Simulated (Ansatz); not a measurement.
The system is PbS.

```
CELL_PARAMETERS angstrom
2.11266 1.21975 3.45192
-2.11266 1.21975 3.45192
0.00000 -2.43949 3.45192
ATOMIC_POSITIONS crystal
Pb 0.98057 0.98057 0.98057
S 0.47504 0.47504 0.47504
```

The cell is a database's computed one.

Base run:

```yaml
Program: Ansatz 0.2.0
Functional: r2SCAN
Potentials_or_basis: Ansatz PAW
Cutoff: "500 eV (not typed: the program's choice for these potentials)"
k_mesh: 8 × 8 × 8
Occupations: fermi-dirac, width 0.05 eV
Spin: no spin polarisation
```

Its results: band gap on the k mesh 0.71 eV, direct; pressure 0.0 GPa; largest force 0.010 eV/Å.

Problem. The run is repeated on the same cell with these changes: functional from r2SCAN to PBEsol; cutoff from 500 eV (not typed: the program's choice for these potentials) to 420 eV (not typed: the program's choice for these potentials). What comes out?

Solution. Band gap on the k mesh 0.35 eV, direct; pressure -2.0 GPa; largest force 0.007 eV/Å.

r2SCAN gives the wider gap, since meta-GGAs in the generalised Kohn-Sham scheme recover part of the derivative discontinuity.

Caveats: spin-orbit coupling is left out, which as a rule narrows the gap of such compounds by several tenths of an eV; the PAW data sets come from PBE, with cores solved anew for the run's functional, which leaves a small shift of forces and pressure.
